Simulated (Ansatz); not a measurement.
LiCl: energy along a strain

LiCl, Fm-3m, a = 5.130 Å (as given, not relaxed at this level: 0.4 GPa). Ansatz: PBE, PAW, 420 eV, Γ-centred 8×8×8 mesh on 2 atoms, Gaussian smearing 0.05 eV; no spin polarisation. Cell vectors (Å): 0.000 2.565 2.565; 2.565 0.000 2.565; 2.565 2.565 0.000. The cell is strained by x per cent times the pattern (1 1 0 0 0 0) in the order xx yy zz yz xz xy (engineering shears), with fractional coordinates held. y is the free energy over the start, V0 = 16.871 Å³/atom.

| x (%) | y (meV/atom) |
| --- | --- |
| -4.00 | 18.62 |
| -3.00 | 10.77 |
| -2.00 | 5.20 |
| -1.00 | ? |
| 0.00 | 0.00 |
| 1.00 | -0.05 |
| 2.00 | 1.34 |
| 3.00 | 4.03 |
| 3.50 | 5.81 |
| 4.00 | 7.85 |

Q: Fit y = c1 x + c2 x² + c3 x³ to the other rows, get the stiffness along the pattern, and predict the missing energy.

A: Least squares on the rows shown. y = −0.83850 x + 0.82549 x² − 0.031748 x³. The clamped-ion stiffness p·C·p = 2 × 8.255 eV × 160.2 / 16.871 Å³ = 157 GPa (second derivative at the start, which stands under stress). At x = -1.00 the fit asked for gives 1.70 meV/atom. The run gave 1.69 meV/atom, so the fit is 0.01 meV/atom too high, within the rms miss on the fitted rows (0.03 meV/atom).